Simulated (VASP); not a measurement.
## BaZrO3: relaxation of cell and atoms with PBEsol

The system is BaZrO3.

```
Ba Zr O
1.0
     4.21239    0.00000    0.00000
     0.00000    4.21239    0.00000
     0.00000    0.00000    4.21239
Ba Zr O
1 1 3
Direct
  0.00000 0.00000 0.00000
  0.50000 0.50000 0.50000
  0.50000 0.50000 0.00000
  0.50000 0.00000 0.50000
  0.00000 0.50000 0.50000
```

The cell was built by a generator and isn't the measured one.

* Program: VASP 6.6.1
* Task: relaxation of cell and atoms
* Functional: PBEsol
* Potentials or basis: VASP PAW PBE potentials, release 64 (Ba_sv, Zr_sv, O)
* Cutoff: 600 eV
* k mesh: 6 × 6 × 6
* Occupations: gaussian, width 0.02 eV
* Spin: no spin polarisation
* Dipole correction: no
* Further INCAR settings: ALGO = Normal; EDIFF = 1e-06; IBRION = 2; EDIFFG = -0.002; NSW = 100; ISIF = 3

* Relaxed volume: 14.71 Å³/atom
* Relaxed cell: a = 4.189 Å, b = 4.189 Å, c = 4.189 Å, α = 90.00°, β = 90.00°, γ = 90.00°
* Space group after relaxing (to 0.05 Å): Pm-3m (No. 221)
* Energy gained by relaxing: 2.0 meV/atom
* Ionic steps: 3
* Pressure after relaxing: 0.0 GPa
* Band gap on the k mesh: 3.11 eV, indirect (least direct gap 3.33 eV)

Step by step:
| step | energy change (eV) | largest force (eV/Å) | pressure (GPa) | volume (Å³) |
| --- | --- | --- | --- | --- |
| 1 | 0.0000 | 0.0000 | -2.59 | 74.75 |
| 2 | 0.0032 | 0.0000 | 3.18 | 72.16 |
| 3 | -0.0100 | 0.0000 | -0.01 | 73.53 |

Final structure:
```cif
data_structure
_symmetry_space_group_name_H-M 'P 1'
_symmetry_Int_Tables_number 1
_cell_length_a 4.1893
_cell_length_b 4.1893
_cell_length_c 4.1893
_cell_angle_alpha 90.000
_cell_angle_beta 90.000
_cell_angle_gamma 90.000
_cell_volume 73.53
loop_
_atom_site_label
_atom_site_type_symbol
_atom_site_fract_x
_atom_site_fract_y
_atom_site_fract_z
_atom_site_occupancy
Ba1 Ba 0.00000 0.00000 0.00000 1
Zr1 Zr 0.50000 0.50000 0.50000 1
O1 O 0.50000 0.50000 0.00000 1
O2 O 0.50000 0.00000 0.50000 1
O3 O 0.00000 0.50000 0.50000 1
```

Levels at points of the mesh, in eV from the valence-band top:
```
           k point  band 18  band 19  band 20  band 21  band 22  band 23
(0.00, 0.00, 0.00)    -0.22    -0.22    -0.22     3.11     3.11     3.11
(0.50, 0.00, 0.00)    -1.72    -0.45    -0.45     3.57     5.70     5.70
(0.50, 0.50, 0.00)    -0.94    -0.79    -0.08     5.66     5.66     6.43
(0.50, 0.50, 0.50)     0.00     0.00     0.00     5.91     5.91     5.91
```

Run time: 59 s on 1 thread of Intel(R) Xeon(R) 6975P-C (Granite Rapids) (shared host), peak memory 0.24 GiB.

Caveat: the PAW data sets were made with another functional, which shifts forces and pressure a little; spin-orbit coupling is left out, which moves the levels of the heavy elements. A k mesh can miss the band edges.
